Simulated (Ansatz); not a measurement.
Runs of Ansatz 0.2.0 on TePb. Symmetry: Fm-3m, No. 225, cubic system. Conventional cell: a = 6.462 Å, b = 6.462 Å, c = 6.462 Å, α = 90.00°, β = 90.00°, γ = 90.00°. Pb (site symmetry m-3m) is surrounded by 6 Te at 3.23 Å. Te (site symmetry m-3m) has 6 Pb at 3.23 Å as nearest neighbours. 

| task | level | cell | cutoff (eV) | points for each segment of the path | pressure (GPa) | relaxed volume (Å³/atom) |
| --- | --- | --- | --- | --- | --- | --- |
| relaxation of cell and atoms | revPBE+D3(BJ) | relaxed | 420 | - | 0.0 | 33.37 |
| band structure | BPBE | as given | 420 | 14 | 1.9 | - |
| relaxation of cell and atoms | RPBE+D3(BJ) | relaxed | 420 | - | 0.0 | (a) |
| relaxation of cell and atoms | PBEsol | relaxed | 420 | - | 0.0 | (b) |
| band structure | revPBE | as given | 420 | 14 | 3.2 | - |
| relaxation of cell and atoms | PBEsol+D4 | relaxed | 420 | - | 0.0 | 32.62 |

Alike in all rows: potentials or basis Ansatz PAW; no spin polarisation; k mesh 7 × 7 × 7; smearing fermi-dirac 0.05 eV.

Problem. Estimate the missing entries.

Solution. (a) 26.98; (b) 33.42.

Caveats: the PAW data sets come from PBE, with cores solved anew for the run's functional, which leaves a small shift of forces and pressure; the plane-wave basis is chosen anew once the cell has moved, so the energies of steps on either side of that aren't comparable (some runs); the volume moved by over 15 % at a fixed basis, so the end points are rough (some runs); the volume moved by -20 % from the deposited cell, more than functionals usually miss (some runs).

Runs at the PBE level aren't shown here.
